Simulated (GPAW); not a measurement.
# GaN (P6_3mc) in GPAW: equation of state

How stiff is GaN in PBE, and what volume does it want? The cell is scaled to several volumes.

Program: GPAW 26.7.0. These are calculated values, not measurements. Logs are shortened: lines on timing, memory, paths and dates and some standing lists are left out, and cuts for length are marked. The log counts tension as positive stress, the text compression.

### 1 Starting point

Symmetry: P6_3mc, No. 186, hexagonal system. Conventional cell: a = 3.180 Å, b = 3.180 Å, c = 5.166 Å, α = 90.00°, β = 90.00°, γ = 120.00°. Ga (site symmetry 3m) is surrounded by 4 N at 1.94 to 1.95 Å. N (site symmetry 3m) is surrounded by 4 Ga at 1.94 to 1.95 Å.

### 2 Equation of state, PBE

File run.py:

```python
from ase.eos import EquationOfState
from ase.io import Trajectory, read
from ase.units import GPa
from gpaw import GPAW, PW

atoms = read('GaN.xyz')

traj = Trajectory('eos.traj', 'w')
volumes, energies = [], []
for x in [0.94, 0.96, 0.98, 1.0, 1.02, 1.04, 1.06]:
    a = atoms.copy()
    a.set_cell(atoms.cell * x**(1 / 3), scale_atoms=True)
    calc = GPAW(mode=PW(800),
                xc='PBE',
                kpts={'size': (10, 10, 5), 'gamma': True},
                occupations={'name': 'fermi-dirac', 'width': 0.05},
                nbands=18,
                convergence={'density': 1e-05, 'energy': 1e-05},
                maxiter=150,
                txt=f'eos-{x:.2f}.txt')
    a.calc = calc
    energies.append(a.get_potential_energy(force_consistent=True))
    volumes.append(a.get_volume())
    p = -a.get_stress()[:3].mean() / GPa
    calc.write(f'eos-{x:.2f}.gpw')
    traj.write(a)
    print(f'{x:.2f} {volumes[-1]:10.4f} A^3 {energies[-1]:14.6f} eV {p:9.3f} GPa', flush=True)

v0, e0, B = EquationOfState(volumes, energies, eos='birchmurnaghan').fit()
print(f'V0 = {v0:.4f} A^3, E0 = {e0:.6f} eV, B0 = {B / GPa:.2f} GPa')
```

File GaN.xyz:

```xyz
4
Lattice="3.1800000000 0.0000000000 0.0000000000 -1.5900000000 2.7539607840 0.0000000000 0.0000000000 0.0000000000 5.1660000000" Properties=species:S:1:pos:R:3 pbc="T T T"
Ga     1.5900000002      0.9179869279      2.5830000000
Ga    -0.0000000002      1.8359738561      0.0000000000
N      1.5900000002      0.9179869279      4.5202500000
N     -0.0000000002      1.8359738561      1.9372500000
```

Potentials or basis: GPAW PAW data sets (gpaw-data 1.2.1), pw.

The run is started by

```sh
OMP_NUM_THREADS=1 python run.py
```

Log:

```text
__  _  _
 | _ |_)|_||  |
 |__||  | ||/\| - 26.7.0

Input parameters:
  mode=PW(ecut=800.0),
  convergence={'density': 1e-05, 'energy': 1e-05},
  kpts=MonkhorstPack(size=(10, 10, 5), gamma=True),
  maxiter=150,
  nbands=18,
  occupations=Occupations(name='fermi-dirac', width=0.05),
  xc=XC(name='PBE')

Diagonalizing LCAO Hamiltonian
Converting LCAO to pw mode

           N

           Ga
        N

        Ga

Atoms  # Å, Bohr magnetons
|   | symbol |         x |        y |        z |    initial magnetic moments |
|---|--------|-----------|----------|----------|-----------------------------|
| 0 |     Ga |  1.568511 | 0.905580 | 2.548090 | ( 0.0000,  0.0000,  0.0000) |
| 1 |     Ga | -0.000000 | 1.811160 | 0.000000 | ( 0.0000,  0.0000,  0.0000) |
| 2 |      N |  1.568511 | 0.905580 | 4.459158 | ( 0.0000,  0.0000,  0.0000) |
| 3 |      N | -0.000000 | 1.811160 | 1.911068 | ( 0.0000,  0.0000,  0.0000) |

Unit cell  # Å
| periodic |         x |        y |        z |  lengths |     angles |
|----------|-----------|----------|----------|----------|------------|
|      yes |  3.137022 | 0.000000 | 0.000000 | 3.137022 |  90.000000 |
|      yes | -1.568511 | 2.716741 | 0.000000 | 3.137022 |  90.000000 |
|      yes |  0.000000 | 0.000000 | 5.096181 | 5.096181 | 120.000000 |

Number of symmetries: 6
Symmetry operations  # r_c * U_cc + t_c -> r_c
|   | kind |            matrix            |
|---|------|------------------------------|
| 0 |  σ   |  1, 1, 0,  0,-1, 0,  0, 0, 1 |
| 1 |  E   |  1, 0, 0,  0, 1, 0,  0, 0, 1 |
| 2 |  C3  |  0, 1, 0, -1,-1, 0,  0, 0, 1 |
| 3 |  σ   |  0,-1, 0, -1, 0, 0,  0, 0, 1 |
| 4 |  σ   | -1, 0, 0,  1, 1, 0,  0, 0, 1 |
| 5 |  C3  | -1,-1, 0,  1, 0, 0,  0, 0, 1 |

BZ-sampling:
  Number of BZ points: 500
  Number of IBZ points: 58

  Monkhorst-Pack size: [10, 10, 5]
  Monkhorst-Pack shift: [0.05, 0.05, 0.0]

K-points  # in reciprocal-cell coordinates
|     |                                coordinates |     weight |
|-----|--------------------------------------------|------------|
|   0 | (  0.00000000,   0.00000000,   0.00000000) | 0.00200000 |
|   1 | (  0.00000000,   0.00000000,   0.20000000) | 0.00400000 |
|   2 | (  0.00000000,   0.00000000,   0.40000000) | 0.00400000 |
|   3 | (  0.10000000,   0.00000000,  -0.40000000) | 0.01200000 |
|   4 | (  0.10000000,   0.00000000,  -0.20000000) | 0.01200000 |
|   5 | (  0.10000000,   0.00000000,   0.00000000) | 0.01200000 |
|   6 | (  0.10000000,   0.00000000,   0.20000000) | 0.01200000 |
|   7 | (  0.10000000,   0.00000000,   0.40000000) | 0.01200000 |
|   8 | (  0.20000000,  -0.10000000,   0.00000000) | 0.01200000 |
|   9 | (  0.20000000,  -0.10000000,   0.20000000) | 0.02400000 |
| ... |                                            |            |
|  57 | (  0.50000000,   0.50000000,   0.40000000) | 0.01200000 |

Plane wave coefficients: 2249
Cutoff: 800.0 eV

Spin-components: 1 (collinear spins)
Bands:           18
Projectors:      20
Spin-degeneracy: 2
Datatype:        complex128

Density:
  Valence electrons: 16.0
  Components: 1
  Grid points: [21 21 35]
  Charge: 0.0  # |e|

Potential:
  Grid points: [21 21 35]

species:
  Ga:
    name:    Gallium
    Z:       31.0
    valence: 3
    core:    28
    charge:  0.0  # [|e|]
    compensation charges:
      type: gauss
      rc: 0.37  # [Å]
      lmax: 2
    cutoffs:
      filter: 2.06  # [Å]
      core: 4.17  # [Å]
    projectors
    | kind |    occ | energy [eV] | rcut [Å] |
    |------|--------|-------------|----------|
    |   4s |  2.000 |      -8.945 |    1.164 |
    |   4p |  1.000 |      -2.580 |    1.164 |
    |    s |        |      18.266 |    1.164 |
    |    p |        |      24.631 |    1.164 |
    |    d |        |       0.000 |    1.164 |

    Using partial waves for Ga as LCAO basis

  N:
    name:    Nitrogen
    Z:       7.0
    valence: 5
    core:    2
    charge:  0.0  # [|e|]
    compensation charges:
      type: gauss
      rc: 0.18  # [Å]
      lmax: 2
    cutoffs:
      filter: 1.11  # [Å]
      core: 0.96  # [Å]
    projectors
    | kind |    occ | energy [eV] | rcut [Å] |
    |------|--------|-------------|----------|
    |   2s |  2.000 |     -18.583 |    0.603 |
    |   2p |  3.000 |      -7.089 |    0.529 |
    |    s |        |       8.629 |    0.603 |
    |    p |        |      20.123 |    0.529 |
    |    d |        |       0.000 |    0.577 |

    Using partial waves for N as LCAO basis

Reference energy: -108732.786066  # eV

eigensolver:
  PPCG
  Converge bands: occupied
  niter=2

density mixing:
  MSR1-Mixer
  Pratt-step length: 0.05
  Maximum mixing coefficient: 0.75
  Old densities: 10
  SVD Regularization: 0.005
  Good broyden scale: 1.0
  Trust region scale: 1.0
  Backstep threshold: 4.0
  History deletion threshold: 6.0
  Fourier metric: weight=20.0, sigma=0.015

occupation numbers:
  Fermi-Dirac:
    width: 0.0500  # eV

poisson solver:
  ecut: 6400.0  # eV

xc functional:
[... 9 lines left out ...]
|iter     | |      energy | eigst |  dens |
|---------|-|-------------|-------|-------|
|iter:   1| |  -27.709487 | -0.13 |       |
|iter:   2| |  -26.703033 | -1.82 | -0.56 |
|iter:   3| |  -23.902176 | -0.50 | -0.62 |
|iter:   4| |  -23.900931 | -2.84 | -1.30 |
|iter:   5| |  -23.902872 | -3.38 | -1.57 |
|iter:   6| |  -23.902886 | -5.43 | -2.87 |
|iter:   7| |  -23.902904c| -6.19 | -3.21 |
|iter:   8| |  -23.902904c| -7.27 | -4.06 |
|iter:   9| |  -23.902904c| -8.14c| -4.39 |
|iter:  10| |  -23.902904c| -8.26c| -4.96 |
|iter:  11| |  -23.902904c| -9.30c| -5.71c|

Converged in 11 steps
Energy contributions relative to reference atoms: (reference = -108732.786066)

Energy contributions:
  Kinetic:          86.560471
  Coulomb:         -75.274086
  Zero:              0.318919
  External:          0.000000
  Xc:              -35.508208
  Entropy:          -0.000000
  Spinorbit:         0.000000
  ----------------------------
  Free energy:     -23.902904
  Extrapolated:    -23.902904

dipole moment: (-0.000024, -0.000039, -11.384734)  # |e|*Ang

Fermi level: 7.985
Eigenvalues  # (at kpt = [0.000, 0.000, 0.000])
| band index |      eig [eV] | occ [0-2] |
|------------|---------------|-----------|
|          0 |        -9.288 |     2.000 |
|          1 |        -6.737 |     2.000 |
|          2 |        -0.305 |     2.000 |
|          3 |         5.952 |     2.000 |
|          4 |         5.952 |     2.000 |
|          5 |         6.999 |     2.000 |
[... 8 lines left out ...]
|         14 |        19.238 |     0.000 |
|         15 |        19.238 |     0.000 |
|        ... |               |           |
|         17 |        22.579 |     0.000 |

Gap: 2.371 eV
Transition (v -> c):
  (s=0, k=0, n=7, [0.00, 0.00, 0.00]) -> (s=0, k=0, n=8, [0.00, 0.00, 0.00])
No difference between direct/indirect transitions

Stress tensor  # eV/Ang^3
|         x |         y |         z |
|-----------|-----------|-----------|
| -0.160376 |  0.000000 | -0.000000 |
|  0.000000 | -0.160376 |  0.000000 |
|  0.000000 | -0.000000 | -0.176887 |

# Writing to eos-0.96.gpw (mode='')
```

stdout:

```text
0.94    42.5272 A^3     -23.730618 eV    33.200 GPa
0.96    43.4321 A^3     -23.902904 eV    26.577 GPa
0.98    44.3369 A^3     -24.039536 eV    20.626 GPa
1.00    45.2417 A^3     -24.144251 eV    15.280 GPa
1.02    46.1466 A^3     -24.220179 eV    10.473 GPa
1.04    47.0514 A^3     -24.270589 eV     6.152 GPa
1.06    47.9562 A^3     -24.297331 eV     2.265 GPa
<dir> UserWarning: The minimum volume of your fit is not in your volumes.  You may not have a minimum in your dataset!
  warnings.warn(
V0 = 48.6813 A^3, E0 = -24.303734 eV, B0 = 183.36 GPa
```

eos-1.00.txt:

```text
SCF iterations
|iter     | |      energy | eigst |  dens |
|---------|-|-------------|-------|-------|
|iter:   1| |  -27.818423 | -0.16 |       |
|iter:   2| |  -26.828824 | -1.84 | -0.56 |
|iter:   3| |  -24.143345 | -0.52 | -0.62 |
|iter:   4| |  -24.142456 | -2.89 | -1.29 |
|iter:   5| |  -24.144211 | -3.46 | -1.56 |
[... 44 lines left out ...]
|        ... |               |           |
|         17 |        21.832 |     0.000 |

Gap: 2.085 eV
Transition (v -> c):
  (s=0, k=0, n=7, [0.00, 0.00, 0.00]) -> (s=0, k=0, n=8, [0.00, 0.00, 0.00])
No difference between direct/indirect transitions

Stress tensor  # eV/Ang^3
|         x |         y |         z |
|-----------|-----------|-----------|
| -0.090705 | -0.000000 |  0.000000 |
| -0.000000 | -0.090705 |  0.000000 |
|  0.000000 |  0.000000 | -0.104699 |

# Writing to eos-1.00.gpw (mode='')
```

Wall time 6.7 min (1 thread of Intel Xeon Platinum 8259CL at 2.50GHz (Skylake/Cascade Lake), shared host); peak memory 0.44 GiB.

Results:

```
Equilibrium volume                        : 12.17 Å³/atom (rough: see the caveat)
Bulk modulus at fixed shape and positions : 183 GPa (rough)
```

Energy against volume, from the lowest point:
```tsv
volume (Å³/atom)	energy (meV/atom)
10.632	141.68
10.858	98.61
11.084	64.45
11.310	38.27
11.537	19.29
11.763	6.69
11.989	0.00
```

Caveat: the data sets keep Ga 3d, Li 1s and Be 1s frozen, and some such compounds lay over 1.5 % in volume off other programs; the minimum lies outside the volumes run; the cell was scaled at fixed shape and fractional positions, which overstates the stiffness of a crystal with free parameters, most of all of layers and chains.
